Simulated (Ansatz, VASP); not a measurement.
**CoO: VASP beside Ansatz**

Contents of INCAR:

```
PREC     = Accurate       # precision mode
ENCUT    = 520            # plane-wave cutoff, eV
EDIFF    = 1E-6           # SCF threshold, eV
ISMEAR   = 0              # smearing method
SIGMA    = 0.028000000000000004 # smearing width, eV
LREAL    = F              # projectors in reciprocal space
LASPH    = T              # aspherical terms in the spheres
NELM     = 150            # most SCF steps
ALGO     = Normal         # electronic algorithm
ISIF     = 2              # what is computed and relaxed
LWAVE    = F              # write WAVECAR
LCHARG   = T              # write CHGCAR
ISPIN    = 2              # spin polarisation
MAGMOM   = 2 0            # initial moments
LORBIT   = 11             # projections on sites
LMAXMIX  = 4              # l up to which the mixer works
GGA      = PE             # functional
LELF     = T              # ELF
LVHAR    = T            
NBANDS   = 18             # bands
```

KPOINTS

```
Automatic mesh
0
Gamma
  11 11 11
```

Contents of POSCAR:

```
CoO
1.0
    0.0000000000      2.1315000000      2.1315000000
    2.1315000000      0.0000000000      2.1315000000
    2.1315000000      2.1315000000      0.0000000000
Co O
1 1
Direct
    0.0000000000      0.0000000000      0.0000000000
    0.5000000000      0.5000000000      0.5000000000
```

File input.yaml:

```yaml
crystal:
  lattice:
    - [0.0, 2.1315, 2.1315]
    - [2.1315, 0.0, 2.1315]
    - [2.1315, 2.1315, 0.0]
  atoms:
    - { symbol: Co, position: [0.0, 0.0, 0.0], spin: 2.0 }
    - { symbol: O, position: [0.5, 0.5, 0.5] }
kpoints:
  mp_grid: { grid: [11, 11, 11] }
scf:
  occupations: { method: gaussian, width: 0.028 }
hamiltonian:
  xc: pbe
  pseudopotentials: { kind: all_electron, lapw: { basis_error: 0.001 } }
magnetization:
  spin_polarized: true
output:
  forces: true
  stress: true
  eigenvalues: true
```

Alike in both runs: task single point; functional PBE; k mesh 11 × 11 × 11; occupations gaussian, width 0.028 eV; collinear spin.

```csv
,VASP,Ansatz
version,VASP 6.6.1,Ansatz 0.2.0
potentials or method,"VASP PAW PBE potentials, release 64 (Co, O)","all-electron LAPW, scalar-relativistic"
plane-wave cutoff (eV),520,see its input
```

```tsv
	VASP	Ansatz	Ansatz less VASP
gap on the k mesh at the Fermi level (eV)	none	none	-
pressure (GPa)	-2.6	-1.7	+0.86
net moment per atom (μB)	1.46	1.49	+0.026
size of the moment on the site where the two differ most (μB)	2.57	2.62	+0.052
```

Site moments also hang on the region over which each program counts them. A gap of «none» marks a metal or a gap that the smearing closes. Ansatz ran all-electron here, so the differences hold the error of VASP's frozen core and of both bases.

Caveats: a cell with one magnetic atom can't hold antiferromagnetic order, which such compounds often take; semilocal functionals often make such compounds metallic where correlation or magnetic order opens a gap, which also shifts bond lengths.
